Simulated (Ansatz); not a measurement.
# CdF2: a trigonal deformation path

The task, for CdF2: look for other minima along a trigonal path.

Computed with Ansatz 0.2.0 (DFT PBE, scalar-relativistic, plane waves, PAW, unless a step's input says otherwise).

### Step 1. The starting structure

The structure is cubic, space group Fm-3m (No. 225). Conventional cell: a = 5.388 Å, b = 5.388 Å, c = 5.388 Å, α = 90.00°, β = 90.00°, γ = 90.00°. Cd (site symmetry m-3m) is surrounded by 8 F at 2.33 Å. F (site symmetry -43m) is surrounded by 4 Cd at 2.33 Å.

As a file:

```
Cd F
1.0
     0.00000    2.69400    2.69400
     2.69400    0.00000    2.69400
     2.69400    2.69400    0.00000
Cd F
1 2
Direct
  0.00000 0.00000 0.00000
  0.25000 0.25000 0.25000
  0.75000 0.75000 0.75000
```

No relaxation comes first: the listed cell is the starting point.

### Step 2. The undisturbed cell

input.yaml

```yaml
crystal:
  lattice:
    - [0.0, 2.694, 2.694]
    - [2.694, 0.0, 2.694]
    - [2.694, 2.694, 0.0]
  atoms:
    - { symbol: Cd, position: [0.0, 0.0, 0.0] }
    - { symbol: F, position: [0.25, 0.25, 0.25] }
    - { symbol: F, position: [0.75, 0.75, 0.75] }
basis:
  ecutwfc: 420
kpoints:
  mp_grid: { grid: [8, 8, 8] }
hamiltonian:
  xc: pbe
scf:
  occupations: { method: gaussian, width: 0.05 }
output:
  forces: true
  stress: true
  eigenvalues: true
  write_density: true
  write_potential: true
  elf: true
  volumetric_format: npy
```

Started as:

```console
$ ansatz run input.yaml --threads 1 --pin off --max-ram 2560MiB --backend cpu --events-out ev --progress --plain --runs-dir out
```

The session goes on with these runs: ρ = 0.500; point ρ = 2.000; ρ = 0.710; point ρ = 1.410; At ρ = 0.600; point ρ = 0.850; At ρ = 1.200; At ρ = 1.700; ρ = 0.930; At ρ = 1.080.

**Question.** What will these runs give? Wanted: highest point.

As calculated:

| quantity | value |
| --- | --- |
| highest point | 4346.6 meV/atom at ρ = 0.500 |

In words: The undisturbed cell stays the lowest of the sampled points. No sampled point inside the path is a dip, apart from those named. The gap on the mesh stays between 3.10 and 6.07 eV. Where forces pass 15 eV/Å atoms stand far too close, the PAW spheres overlap strongly and those numbers are rough.
